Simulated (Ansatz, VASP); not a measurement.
# Sn8HO16 (interstitial H+ in rutile SnO2): VASP beside Ansatz, part 2 of 2

Aim: how closely do two programs agree when they are given the same cell, functional and k mesh? The cell is taken from a series of runs on this material, whose earlier steps may have relaxed, scaled, displaced or heated it; both programs get it as it stands.

VASP 6.6.1 and Ansatz 0.2.0.

So far. Step 2 (VASP: single point, HSE06): The run ends at a pressure of -15.11 GPa, with forces up to 3.5 eV/Å.

### Step 3. Ansatz: single point, HSE06

Level of this step: Ansatz beside VASP: Kohn-Sham DFT, plane waves, HSE06 (Ansatz).

Ansatz runs on its default PAW (the set named soft_2) files.

The same cell, functional, mesh and smearing now go to Ansatz.

The input, input.yaml:

```yaml
crystal:
  lattice:
    - [4.82691784, 4.82691784, 0.0]
    - [-4.82691784, 4.82691784, 0.0]
    - [0.0, 0.0, 6.47657047]
  atoms:
    - { symbol: Sn, position: [-0.006760639, 0.002472046, -0.000621199] }
    - { symbol: Sn, position: [0.500887373, 0.508500053, -0.008956833] }
    - { symbol: Sn, position: [0.003964309, 0.508431314, 0.250267754] }
    - { symbol: Sn, position: [0.490468815, -0.021670589, 0.250267676] }
    - { symbol: O, position: [0.30253847, 0.009444473, 0.00357415] }
    - { symbol: O, position: [0.807300269, 0.508098966, 0.000686221] }
    - { symbol: O, position: [0.005270191, 0.812840337, 0.25026712] }
    - { symbol: O, position: [0.53995401, 0.299842451, 0.250268468] }
    - { symbol: O, position: [0.19616238, 0.493525458, 0.002276646] }
    - { symbol: O, position: [0.684242167, -0.007152674, 0.001587052] }
    - { symbol: O, position: [-0.029382017, 0.198666975, 0.25026871] }
    - { symbol: O, position: [0.490148193, 0.67858179, 0.250267603] }
    - { symbol: Sn, position: [-0.006760627, 0.002469715, 0.501158398] }
    - { symbol: Sn, position: [0.500887868, 0.508505106, 0.509496011] }
    - { symbol: Sn, position: [0.000897405, 0.501506948, 0.750268312] }
    - { symbol: Sn, position: [0.493952969, 0.006433894, 0.750268216] }
    - { symbol: O, position: [0.302538629, 0.009441431, 0.496962755] }
    - { symbol: O, position: [0.807299683, 0.508100626, 0.49985023] }
    - { symbol: O, position: [0.003237278, 0.808578322, 0.750269311] }
    - { symbol: O, position: [0.502659563, 0.313708348, 0.750267466] }
    - { symbol: O, position: [0.196162076, 0.493530402, 0.49826051] }
    - { symbol: O, position: [0.684241492, -0.007155982, 0.498948739] }
    - { symbol: O, position: [-0.007893646, 0.194313106, 0.750268424] }
    - { symbol: O, position: [0.491288779, 0.700598405, 0.75027097] }
    - { symbol: H, position: [0.704833444, 0.278972848, 0.250269616] }
total_charge: 1
basis:
  ecutwfc: 420
  xc_grid: 2
hamiltonian:
  xc: hse06
kpoints:
  mp_grid: { grid: [1, 1, 1] }
scf:
  occupations: { method: fermi_dirac, width: 0.01 }
  max_iter: 120
output:
  forces: true
checkpoint:
  read: "../relax.run"
```

Launch:

```sh
> ansatz run input.yaml --threads 2 --pin off --max-ram 3768MiB --backend cpu --events-out ev --progress --plain --runs-dir out
```

Numbers of over 12 decimals in the logs are rounded to 6 here.

Log:

```text
Warning: the atoms were moved onto the symmetric positions of the space group found under crystal.symmetry.tolerance 1.0e-5 (fractional; no operation is sought that the atoms, as they stand in a round, miss by more than twice it, and no atom is moved by as much as it), and the run uses the moved positions. Before a round's move an operation carried an atom to 3.75e-5 Å from where it should land, the largest such dist [...]
Warning: checkpoint.read: the run can stay near the saved state's solution: 15 site(s) moved relative to the saved geometry (max |Δs| = 2.088e-2 fractional); the SCF starts from the saved state under `checkpoint.density_extrapolation: transplant`, in force with no word given; its orbitals are not used off its sites. A run without `checkpoint.read` takes nothing of the state. A lower free energy from it at the same positions (and U, V and field ramp, if any) shows a solution that this start missed, and an equal or higher one rules none out (checkpoint.read, Limitations, in the input reference)
exact exchange: scf.exx.singularity resolves to wigner_seitz, which cuts the screened interaction at the faces of the exchange supercell's Wigner-Seitz cell, so that each pair interacts once, at the shortest of its separations (the periodic images that this leaves out come, for a point-like exchange hole, to about 0.184 eV on a filled level). The cut falls within the interaction's reach, and what an exchange supercel [...]
Engine: ansatz 0.2.0, x86_64-unknown-linux-gnu
Pseudopotentials: kind: paw
Pseudopotential: Sn, paw, valence charge 14, recommended cutoff 420 eV (normal), Sn.paw.azcp
Pseudopotential: O, paw, valence charge 6, recommended cutoff 420 eV (normal), O.paw.azcp
Pseudopotential: H, paw, valence charge 1, recommended cutoff 420 eV (normal), H.paw.azcp
Functional definition: HSE06
  parameter a = 0.25
  parameter omega = 0.11/bohr
  exchange = pbe_x - a*pbe_x_sr(omega) + a*exact_x_sr(omega)
  correlation = pbe_c
Crystal: 25 atoms, lattice volume = 301.797 Å³
[...]
iter 5 solved again at ethr=4.61e-8 eV; its pass at ethr=3.38e-6 eV (dr2=9.59e-5 eV) is discarded
SCF iter   5: F=—  HF=-57295.148253 eV  |F-HF|=—  |Δ(HF+E_count)|=   1.48e-3  Δρ=2.48e-4  dr2=9.40e-5  ethr=4.61e-8  ⟨swp⟩=5.0  Hψ=618  notcnv=0
SCF iter   6: F=-57295.148234 eV  HF=-57295.148266 eV  |F-HF|=3.23e-5  |Δ(HF+E_count)|=   1.34e-5  Δρ=1.38e-4  dr2=4.70e-5  ethr=4.52e-8  ⟨swp⟩=4.0  Hψ=280  notcnv=0
SCF 1 stopped early in 6 iterations: F = -57295.148234 eV  dr2 = 4.70e-5
  greatest PAW one-centre occupation: 0.996 electrons in one spin orbital (limit 2), on the Sn atom at site 3 (counted from 0), in its partial waves of l = 2
Initial density: handed on by an earlier stage of this run
Initial wavefunctions: those handed on with the density
Functional: x = pbe(κ = 0.804, μ = 0.219515) + 0.25 (exact − pbe) at short range (hse, ω = 0.207870 Å⁻¹), c = pbe(β = 0.066725); HSE06 as pw.x's `hse` composes it (authors' and Libxc's form: `xc: wpbeh`)
Exchange kernel: α = 0.2500, screened, ω = 0.2079 Å⁻¹, Wigner–Seitz truncation, v(0) = 661.4558 eV·Å³, q-mesh 1×1×1, nearest image of the exchange supercell L = 6.48 Å, pair-density grid 45×45×45, without the augmentation charges, whose exchange is taken in its separable form (the finest that the files' search goes to)
Frozen-core exchange: fock
SCF iter   1: F=—  HF=-57325.362519 eV  |F-HF|=—  |Δ(HF+E_count)|=         —  Δρ=1.03e-2  dr2=2.14e-1  ethr=2.26e-7  ⟨swp⟩=15.0  Hψ=795  notcnv=0
preconditioner: auto → none  [insulator: Δε(μ)=2.551 eV  Ē_g=21.946 eV  σ=0.010 eV  W_gap=1.00  n_scr=80 (ndim 8)  ℏωp=30.8 eV  f_vac=0.043  D(μ)=0.00/eV (n_scr^D=0)]
SCF iter   2: F=—  HF=-57325.298310 eV  |F-HF|=—  |Δ(HF+E_count)|=   6.42e-2  Δρ=3.09e-3  dr2=3.51e-2  ethr=2.26e-7  ⟨swp⟩=5.0  Hψ=550  notcnv=0
SCF iter   3: F=—  HF=-57325.392047 eV  |F-HF|=—  |Δ(HF+E_count)|=   9.37e-2  Δρ=2.10e-3  dr2=8.92e-3  ethr=2.26e-7  ⟨swp⟩=6.0  Hψ=554  notcnv=0  defer=2
SCF iter   4: F=—  HF=-57325.389793 eV  |F-HF|=—  |Δ(HF+E_count)|=   2.25e-3  Δρ=8.00e-4  dr2=1.02e-3  ethr=2.26e-7  ⟨swp⟩=5.0  Hψ=436  notcnv=0
SCF iter   5: F=—  HF=-57325.392210 eV  |F-HF|=—  |Δ(HF+E_count)|=   2.42e-3  Δρ=5.91e-4  dr2=9.26e-4  ethr=2.26e-7  ⟨swp⟩=6.0  Hψ=402  notcnv=0
SCF iter   6: F=—  HF=-57325.391996 eV  |F-HF|=—  |Δ(HF+E_count)|=   2.14e-4  Δρ=1.50e-4  dr2=6.81e-5  ethr=2.26e-7  ⟨swp⟩=4.0  Hψ=313  notcnv=0
SCF iter   7: F=-57325.391975 eV  HF=-57325.391980 eV  |F-HF|=4.82e-6  |Δ(HF+E_count)|=   1.65e-5  Δρ=4.41e-5  dr2=1.06e-5  ethr=2.93e-8  ⟨swp⟩=4.0  Hψ=270  notcnv=0
SCF 2 stopped early in 7 iterations: F = -57325.391975 eV  dr2 = 1.06e-5
  Residual-converged pass: ⟨swp⟩=5.0  Hψ=387  notcnv=0  max |occ|·‖R‖ = 5.1e-6 eV (tolerance 6.7e-6 eV)  dr2=1.09e-5  dr2_onsite=4.26e-7  max |Δocc| = 0.0e0
hybrid outer 1: dexx = +1.085e-1 eV, tail = 3.84e-4 eV
Exchange kernel: α = 0.2500, screened, ω = 0.2079 Å⁻¹, Wigner–Seitz truncation, v(0) = 661.4558 eV·Å³, q-mesh 1×1×1, nearest image of the exchange supercell L = 6.48 Å, pair-density grid 45×45×45, without the augmentation charges, whose exchange is taken in its separable form (the finest that the files' search goes to)
Frozen-core exchange: fock
SCF iter   1: F=—  HF=-57325.388575 eV  |F-HF|=—  |Δ(HF+E_count)|=         —  Δρ=6.40e-5  dr2=7.00e-6  ethr=9.23e-7  ⟨swp⟩=8.0  Hψ=320  notcnv=0
preconditioner: auto → none  [insulator: Δε(μ)=2.524 eV  Ē_g=21.975 eV  σ=0.010 eV  W_gap=1.00  n_scr=80 (ndim 8)  ℏωp=30.8 eV  f_vac=0.049  D(μ)=0.00/eV (n_scr^D=0)]
SCF iter   2: F=—  HF=-57325.388585 eV  |F-HF|=—  |Δ(HF+E_count)|=   9.72e-6  Δρ=3.09e-5  dr2=1.31e-6  ethr=2.71e-9  ⟨swp⟩=6.0  Hψ=417  notcnv=0
SCF iter   3: F=—  HF=-57325.388585 eV  |F-HF|=—  |Δ(HF+E_count)|=   7.92e-8  Δρ=1.30e-5  dr2=1.91e-7  ethr=4.60e-10  ⟨swp⟩=3.0  Hψ=251  notcnv=0
SCF iter   4: F=—  HF=-57325.388586 eV  |F-HF|=—  |Δ(HF+E_count)|=   5.57e-7  Δρ=7.53e-6  dr2=1.48e-7  ethr=6.91e-11  ⟨swp⟩=8.0  Hψ=410  notcnv=0
SCF iter   5: F=—  HF=-57325.388585 eV  |F-HF|=—  |Δ(HF+E_count)|=   1.41e-8  Δρ=5.51e-6  dr2=9.53e-8  ethr=6.91e-11  ⟨swp⟩=4.0  Hψ=315  notcnv=0
SCF iter   6: F=-57325.388585 eV  HF=-57325.388585 eV  |F-HF|=3.48e-9  |Δ(HF+E_count)|=   2.48e-8  Δρ=1.11e-6  dr2=5.02e-9  ethr=4.45e-11  ⟨swp⟩=3.0  Hψ=257  notcnv=0
SCF 3 converged in 6 iterations: F = -57325.388585 eV  dr2 = 5.02e-9
  Residual-converged pass: ⟨swp⟩=4.0  Hψ=329  notcnv=0  max |occ|·‖R‖ = 1.3e-6 eV (tolerance 1.5e-6 eV)  dr2=4.35e-9  dr2_onsite=1.86e-10  max |Δocc| = 0.0e0
hybrid outer 2: dexx = +6.778e-6 eV, tail = 1.60e-7 eV, Δε = 4.19e-3 eV (about 1.17e-4 eV left of the loop's levels), ΔF = 8.66e-3 eV/Å (tail 1.13e-3)
Exchange kernel: α = 0.2500, screened, ω = 0.2079 Å⁻¹, Wigner–Seitz truncation, v(0) = 661.4558 eV·Å³, q-mesh 1×1×1, nearest image of the exchange supercell L = 6.48 Å, pair-density grid 45×45×45, without the augmentation charges, whose exchange is taken in its separable form (the finest that the files' search goes to)
Frozen-core exchange: fock
SCF iter   1: F=—  HF=-57325.388584 eV  |F-HF|=—  |Δ(HF+E_count)|=         —  Δρ=2.04e-6  dr2=8.72e-9  ethr=3.84e-10  ⟨swp⟩=10.0  Hψ=370  notcnv=0
SCF iter   2: F=-57325.388584 eV  HF=-57325.388584 eV  |F-HF|=2.18e-10  |Δ(HF+E_count)|=   2.58e-9  Δρ=5.60e-7  dr2=1.27e-9  ethr=3.74e-12  ⟨swp⟩=4.0  Hψ=306  notcnv=0
SCF 4 converged in 2 iterations: F = -57325.388584 eV  dr2 = 1.27e-9
  Residual-converged pass: ⟨swp⟩=3.0  Hψ=258  notcnv=0  max |occ|·‖R‖ = 1.3e-6 eV (tolerance 1.5e-6 eV)  dr2=1.27e-9  dr2_onsite=1.35e-10  max |Δocc| = 0.0e0
hybrid outer 3: dexx = +4.957e-9 eV, tail = 2.97e-9 eV, Δε = 6.68e-5 eV (about 1.00e-5 eV left of the loop's levels), ΔF = 1.50e-4 eV/Å (tail 1.55e-4)
hybrid SCF converged: 3 outer / 15 inner (+6 warm-up), last move |dexx| = 4.96e-9 eV, tail = 2.97e-9 eV
Stability not checked: this state was not tested for a lower state beside it, because the functional holds exact exchange (a hybrid, or Hartree-Fock), whose exchange loop this test does not read (fock_operator; see scf.lower_state_search)
Free energy (F): -57325.388584 eV
Frozen-core exchange: fock
Harris-Foulkes:  -57325.388584 eV  (|F-HF|=2.18e-10)
Internal energy: -57325.388584 eV  (E = F + TS)
E sigma→0 (E₀):  -57325.388584 eV
Fermi energy:    8.741744 eV
--- Per-component energies (eV) ---
  E_band       = -1020.569466
  E_kinetic    = 4325.664390
  E_local      = -11811.749130  (includes V_loc(G=0)·N_el)
  E_nonlocal   = 512.691139
  E_hartree    = 6105.436399
  E_xc         = -3321.536861
  E_vxc        = -1782.511062  (∫ρ·V_xc dr)
  E_exx        = -606.743358  (= α·E_x^exact, valence–valence)
  E_paw        = -36045.905509  (= ΣΔE_a)
  E_vpaw       = -3262.089475  (= ΣTr[D̂ρ^β])
  E_aug_tail   = 0.038256  (compensation charges beyond the density's cutoff)
  E_ewald      = -16484.928336
  E_core_change = 1.644426  (= ΣΔE_core)
  E_smearing   = -0.000000  (= −TS)
  E_closure    = -0.000001  (closes the sum)
  E_deformation_potential = 17.035997  (in the stress; not in F)
  Σ components = -57325.388584   (vs F -57325.388584, Δ=-7.28e-12)
--- Forces (eV/Å), atoms counted from 1 ---
  atom   1  Sn     0.09537269    -0.08361748    -0.14365124
  atom   2  Sn     0.13197963    -0.09004721     0.17877114
  atom   3  Sn    -0.07683859     0.23254021     0.00000000
  atom   4  Sn    -0.09825902     0.19082751     0.00000000
  atom   5  O     -0.03779568    -0.04525252    -0.00120785
  atom   6  O      0.04892367     0.04113684    -0.00045171
  atom   7  O     -0.05756298     0.05160306     0.00000000
  atom   8  O      2.81058430     2.23729543    -0.00000000
  atom   9  O     -0.04143177    -0.04785413     0.00586462
  atom  10  O      0.04991766     0.02761941    -0.01624943
  atom  11  O     -0.33647526    -0.13998282     0.00000000
  atom  12  O     -0.07624232     0.06691425     0.00000000
  atom  13  Sn     0.09537269    -0.08361748     0.14365124
  atom  14  Sn     0.13197963    -0.09004721    -0.17877114
  atom  15  Sn    -0.00323689     0.02961259     0.00000000
  atom  16  Sn    -0.01990392     0.03013272     0.00000000
  atom  17  O     -0.03779568    -0.04525252     0.00120785
  atom  18  O      0.04892367     0.04113684     0.00045171
  atom  19  O     -0.01171847     0.00604401     0.00000000
  atom  20  O      0.00860718    -0.00802196    -0.00000000
  atom  21  O     -0.04143177    -0.04785413    -0.00586462
  atom  22  O      0.04991766     0.02761941     0.01624943
  atom  23  O      0.00938628    -0.01343144    -0.00000000
  atom  24  O     -0.01176040     0.01282590     0.00000000
  atom  25  H     -2.63051144    -2.30033441     0.00000000
  max |Σ_I F_I| component: 5.12e-6 eV/Å
--- Band table (eV) ---
  k-point 0: bands = ["-15.1115", "-14.9804", "-14.6583", "-14.6279", "-14.6168", "-14.5956", "-14.5227", "-14.3855", "-14.2945", "-14.1875", "-14.1837", "-14.1146", "-14.0317", "-14.0247", "-13.9900", "-13.9463", "-13.9333", "-13.9048", "-13.8991", "-13.8874", "-13.8724", "-13.8705", "-13.8104", "-13.8066", "-13.7964", "-13.7817", "-13.7251", "-13.7035", "-13.6839", "-13.6714", "-13.6437", "-13.6328", "-13.6169", "- [...]
  guard bands above this table: 24 of the run's 129 bands. The solve was not asked for them (output.publish_guard_bands: true or output.eigenvalues: true publishes all)
```

### Step 4. Comparison

Known differences besides the potentials themselves: exact exchange at q = 0 is treated differently, which shows on coarse meshes; VASP keeps PBE cores, Ansatz makes them for the functional; the cutoff is 420 eV in Ansatz and 520 eV in VASP (PREC = Accurate, projectors in real space); VASP takes a coarser grid for exact exchange (PRECFOCK = Fast). Total energies have different zeros and are not compared.

Compared:

```
              quantity  Ansatz   VASP  difference
gap on the k mesh (eV)   2.524  2.575      -0.051
```

Forces on 8 of the 25 atoms, those with the largest forces and the largest differences (eV/Å; atoms numbered as in POSCAR):

```
atom         Ansatz x, y, z           VASP x, y, z
 Sn2   0.132, -0.090, 0.179   0.137, -0.095, 0.202
 Sn3   -0.077, 0.233, 0.000   -0.075, 0.241, 0.000
 Sn4   -0.098, 0.191, 0.000   -0.104, 0.188, 0.000
 Sn6  0.132, -0.090, -0.179  0.137, -0.095, -0.202
 O12    2.811, 2.237, 0.000    2.735, 2.177, 0.000
 O15  -0.336, -0.140, 0.000  -0.361, -0.137, 0.000
 O24   -0.012, 0.013, 0.000   -0.050, 0.044, 0.000
 H25  -2.631, -2.300, 0.000  -2.531, -2.222, 0.000
```

The forces differ by 22 meV/Å r.m.s., which is 3.9 % of the r.m.s. force of 0.567 eV/Å (both taken over all components). A gap on the mesh is an upper bound, since the band edges may lie between its points. The cell carries a charge of +1 e against a uniform background, so its pressure also hangs on how the neutralising background is counted, and in a defect's cell a gap may be the spacing between its levels.

### Step 5. Results

```
r.m.s. force difference (single point, HSE06)         : 3.9 % of the r.m.s. force
difference in gap on the k mesh (single point, HSE06) : -0.051 eV
```

In words: The r.m.s. force difference is 3.9 % of the r.m.s. force (single point, HSE06), beyond the 3 % picked in this series as the mark of a large difference. What causes the difference of the single point, HSE06 pair stays open here. How closely two codes agree says nothing of how well the functional describes the real material.

[Lines on the potential files, build, host, timing and source positions are cut from VASP's logs without a mark.]

[Logs are printed without paths, hosts, clocks, repeated set-up lines and the standing remarks that a program may print on its own settings, such as how far it seeks lower states.]

[Hosts, paths, dates, database ids (printed as entryN), source tags and the programs' standing remarks are cut or masked in the printed files.]
